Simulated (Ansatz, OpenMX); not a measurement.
SrVO3: programs and potentials compared

```
Sr V O
1.0
     3.84090    0.00000    0.00000
     0.00000    3.84090    0.00000
     0.00000    0.00000    3.84090
Sr V O
1 1 3
Direct
  0.50000 0.50000 0.50000
  0.00000 0.00000 0.00000
  0.00000 0.00000 0.50000
  0.00000 0.50000 0.00000
  0.50000 0.00000 0.00000
```

Alike in all runs: task band structure; functional PBE; k mesh 7 × 7 × 7; occupations fermi-dirac, width 0.05 eV; collinear spin, ferromagnetic start; no spin-orbit coupling. Pressure is positive in compression and, in plane waves, holds the error of the finite cutoff, which Ansatz's Pulay term estimates and takes out.

```tsv
program and potentials	plane-wave cutoff (eV)	notes	pressure (GPa)	net moment per atom (μB)
Ansatz, JTH PAW	1410	Pulay term of +0.04 GPa included	3.03	0.00
Ansatz, PseudoDojo standard (PBE files)	1143	-	?	?
OpenMX, OpenMX 2013 PBE set, Sr10.0-s3p2d2, V6.0-s3p2d2, O6.0-s2p2d1, grid cutoff 400 Ry	-	atomic basis	1.41	0.00
```

Q: Estimate from the other rows what the run with Ansatz, PseudoDojo standard (PBE files) gave.

A: Pressure 1.83 GPa; net moment per atom 0.00 μB. Its pressure holds a Pulay term of +0.04 GPa. The other rows, which needn't bracket it: pressure 1.41 to 3.03; net moment per atom 0.00.
